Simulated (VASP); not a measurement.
# BrCs in VASP: reference runs

How does BrCs come out in PBE? The cell is run as given.

Program: VASP 6.6.1. These are calculated values, not measurements. Logs are shortened: lines on timing, memory, paths and dates and some standing lists are left out, and cuts for length are marked.

**1. The structure**

The cell holds a molecule in a box, 2 atoms: a = 9.000 Å, b = 9.000 Å, c = 13.000 Å, α = 90.00°, β = 90.00°, γ = 90.00°.

**2. Single point, PBE**

INCAR reads:

```
PREC     = Accurate       # precision mode
ENCUT    = 520            # plane-wave cutoff, eV
EDIFF    = 1E-7           # SCF threshold, eV
ISMEAR   = 0              # smearing method
SIGMA    = 0.01           # smearing width, eV
LREAL    = False          # projectors in reciprocal space
LASPH    = True           # aspherical terms in the spheres
NELM     = 60             # most SCF steps
ALGO     = Normal         # electronic algorithm
ISIF     = 2              # what is computed and relaxed
LWAVE    = False          # write WAVECAR
LCHARG   = True           # write CHGCAR
GGA      = PE             # functional
LELF     = True           # ELF
LVHAR    = True         
LVACPOTAV= True         
NBANDS   = 15             # bands
```

KPOINTS reads:

```
regular mesh
0
Gamma
  1 1 1
```

POSCAR reads:

```
CsBr
1.0
    9.0000000000      0.0000000000      0.0000000000
    0.0000000000      9.0000000000      0.0000000000
    0.0000000000      0.0000000000     13.0000000000
Br Cs
1 1
Direct
    0.5014444400      0.5023333300      0.3844518800
    0.5014444400      0.5023333300      0.6207788800
```

Potentials or basis: VASP PAW PBE potentials, release 64 (Br, Cs_sv).

Started as:

```console
> cat potpaw_PBE.64/Br/POTCAR potpaw_PBE.64/Cs_sv/POTCAR > POTCAR
> mpirun -np 1 vasp_gam > vasp.out
```

OUTCAR:

```text
PREC = Accurate
   ENCUT = 520
   EDIFF = 1E-7
   ISMEAR = 0
   LREAL = False
   LASPH = True
   NELM = 60
   ISIF = 2
   GGA = PE

 ion  position               nearest neighbor table
   1  0.501  0.502  0.384-
   2  0.501  0.502  0.621-

  LATTYP: Found a simple tetragonal cell.
 ALAT       =     9.0000000000
 C/A-ratio  =     1.4444444444

  Lattice vectors:

 A1 = (   9.0000000000,   0.0000000000,   0.0000000000)
 A2 = (   0.0000000000,   9.0000000000,   0.0000000000)
 A3 = (   0.0000000000,   0.0000000000,  13.0000000000)

Analysis of symmetry for initial positions (statically):
=====================================================================
 Subroutine PRICEL returns:
 Original cell was already a primitive cell.

 Routine SETGRP: Setting up the symmetry group for a
 simple tetragonal supercell.

 Subroutine GETGRP returns: Found  8 space group operations
 (whereof  1 operations were pure point group operations)
 out of a pool of 16 trial point group operations.

The static configuration has the point symmetry C_1 .
 The point group associated with its full space group is C_4v.

Analysis of symmetry for dynamics (positions and initial velocities):
=====================================================================
 Subroutine PRICEL returns:
 Original cell was already a primitive cell.

 Routine SETGRP: Setting up the symmetry group for a
 simple tetragonal supercell.

 Subroutine GETGRP returns: Found  8 space group operations
 (whereof  1 operations were pure point group operations)
 out of a pool of 16 trial point group operations.

The dynamic configuration has the point symmetry C_1 .
 The point group associated with its full space group is C_4v.

 Subroutine INISYM returns: Found  8 space group operations
 (whereof  1 operations are pure point group operations),
 and found     1 'primitive' translations

----------------------------------------------------------------------------------------

                                     Primitive cell

  volume of cell :    1053.0000

  direct lattice vectors                    reciprocal lattice vectors
     9.000000000  0.000000000  0.000000000     0.111111111  0.000000000  0.000000000
     0.000000000  9.000000000  0.000000000     0.000000000  0.111111111  0.000000000
     0.000000000  0.000000000 13.000000000     0.000000000  0.000000000  0.076923077

  length of vectors
     9.000000000  9.000000000 13.000000000     0.111111111  0.111111111  0.076923077
[... 58 lines left out ...]
   LREAL  =      F    real-space projection
   EDIFFG = 0.1E-05   stopping-criterion for IOM
   NSW    =      0    number of steps for IOM
   IBRION =     -1    ionic relax: 0-MD 1-quasi-New 2-CG
   NFREE  =      0    steps in history (QN), initial steepest desc. (CG)
   ISIF   =      2    stress and relaxation
   ISYM   =      2    0-nonsym 1-usesym 2-fastsym
   POTIM  = 0.5000    time-step for ionic-motion
   TEBEG  =    0.0;   TEEND  =   0.0 temperature during run
   PSTRESS=    0.0 pullay stress
   NELECT =      16.0000    total number of electrons
   NUPDOWN=      -1.0000    fix difference up-down
   EMIN   =  10.00;   EMAX   =-10.00  energy-range for DOS
   EFERMI =   0.00;   METHOD = LEGACY
   ISMEAR =     0;   SIGMA  =   0.01  broadening in eV -4-tet -1-fermi 0-gaus
   EFERMI_NEDOS =   21; number of points for ismear=-14 and -15
   IALGO  =     38    algorithm
   IMIX   =      4    mixing-type and parameters
     AMIX     =   0.40;   BMIX     =  1.00
     AMIX_MAG =   1.60;   BMIX_MAG =  1.00
  volume/ion in A,a.u.               =     526.50      3553.00
  Fermi-wavevector in a.u.,A,eV,Ry     =   0.405482  0.766251  2.237015  0.164416
  Thomas-Fermi vector in A             =   1.357813
   LORBIT       =      0    0 simple, 1 ext, 2 COOP (PROOUT), +10 PAW based schemes
   GGA     = PE    functional components
   LHFCALC =     F    Hartree Fock is set to
   AEXX    =    0.0000 exact exchange contribution
   IVDW    =     0    specifies the selected vdW correction
   LEPSILON=     F    determine dielectric tensor
   LRPA    =     F    only Hartree local field effects (RPA)
 non-spin polarized calculation
 Gauss-broadening in eV      SIGMA  =   0.01
  energy-cutoff  :      520.00
  volume of cell :     1053.00
 maximum number of plane-waves:     14183
 NGX is ok and might be reduce to    70
   NGX = 33   NGY = 33   NGZ = 49

 number of electron      16.0000000 magnetization

 Free energy of the ion-electron system (eV)
  ---------------------------------------------------
  ext. energy  EPLUGINS =         0.00000000
  ---------------------------------------------------
  free energy    TOTEN  =        -4.45210364 eV

  energy without entropy =       -4.45210364  energy(sigma->0) =       -4.45210364

 E-fermi :  -4.1211     XC(G=0):  -1.3153

 val. band max:       -4.2389086282   @ k =   0.0000   0.0000   0.0000
 cond. band min:      -1.4214953521   @ k =   0.0000   0.0000   0.0000
 fundamental gap:      2.8174132761
 Fermi energy:        -4.1211345503

 k-point     1 :       0.0000    0.0000    0.0000
  band No.  band energies     occupation
      1     -26.2066      2.00000
      2     -16.1509      2.00000
      3     -13.0877      2.00000
      4     -13.0877      2.00000
      5     -12.8163      2.00000
      6      -4.3800      2.00000
      7      -4.2389      2.00000
      8      -4.2389      2.00000
      9      -1.4215      0.00000
     10       0.0343      0.00000
     11       0.0746      0.00000
     12       0.3231      0.00000
     13       0.3231      0.00000
     14       0.4190      0.00000
     15       0.7296      0.00000

------------------------ aborting loop because EDIFF is reached ----------------------------------------

  FORCE on cell =-STRESS in cart. coord.  units (eV):
  Direction    XX          YY          ZZ          XY          YZ          ZX
  --------------------------------------------------------------------------------------
  -------------------------------------------------------------------------------------
  Total        0.2261015      0.2261015     -0.3405334      0.0000000      0.0000000      0.0000000
  in kB        0.3440215      0.3440215     -0.5181338      0.0000000      0.0000000      0.0000000
  external PRESSURE =       0.0566364 kB  Pullay stress =       0.0000000 kB

 VOLUME and BASIS-vectors are now :
 -----------------------------------------------------------------------------
  energy-cutoff  :      520.00
  volume of cell :     1053.00
      direct lattice vectors                 reciprocal lattice vectors
     9.000000000  0.000000000  0.000000000     0.111111111  0.000000000  0.000000000
     0.000000000  9.000000000  0.000000000     0.000000000  0.111111111  0.000000000
     0.000000000  0.000000000 13.000000000     0.000000000  0.000000000  0.076923077

 POSITION                                       TOTAL-FORCE (eV/Angst)
 -----------------------------------------------------------------------------------
      4.51300      4.52100      4.99787         0.000000      0.000000     -0.022413
      4.51300      4.52100      8.07013         0.000000     -0.000000      0.022413
 -----------------------------------------------------------------------------------
    total drift:                                0.000007      0.000006      0.000002

  FREE ENERGIE OF THE ION-ELECTRON SYSTEM (eV)
  ---------------------------------------------------
  free  energy   TOTEN  =        -4.4521036405 eV

  energy  without entropy=       -4.4521036405  energy(sigma->0) =       -4.45210364
```

OSZICAR:

```text
N       E                     dE             d eps       ncg     rms          rms(c)
DAV:   1     0.158167741264E+03    0.15817E+03   -0.38495E+03    30   0.646E+02
DAV:   2     0.530511706484E+02   -0.10512E+03   -0.93702E+02    37   0.105E+02
DAV:   3    -0.251375141390E+01   -0.55565E+02   -0.53644E+02    45   0.763E+01
[... 16 lines left out ...]
DAV:  20    -0.445209967253E+01   -0.59578E-05   -0.17344E-06    37   0.410E-03    0.998E-04
DAV:  21    -0.445210167198E+01   -0.19995E-05   -0.27887E-07    30   0.192E-03    0.198E-04
DAV:  22    -0.445210312189E+01   -0.14499E-05   -0.99858E-08    37   0.843E-04    0.888E-05
DAV:  23    -0.445210358009E+01   -0.45820E-06   -0.37192E-08    22   0.479E-04    0.105E-04
DAV:  24    -0.445210364048E+01   -0.60395E-07   -0.86145E-09    36   0.259E-04
   1 F= -.44521036E+01 E0= -.44521036E+01  d E =-.649151E-62
```

Run time: 78 s. Hardware: 1 thread of Intel Xeon Platinum 8559C (Emerald Rapids), shared host; peak memory 0.85 GiB.

What came out:

```
Free energy                     : -4.4521 eV
Largest force                   : 0.022 eV/Å
Gap between the frontier levels : 2.82 eV
```

Forces in eV/Å, atoms in the order of the input:
```
Br   0.000  0.000 -0.022
Cs   0.000  0.000  0.022
```

Caveat: spin-orbit coupling is left out, which moves the levels of the heavy elements.
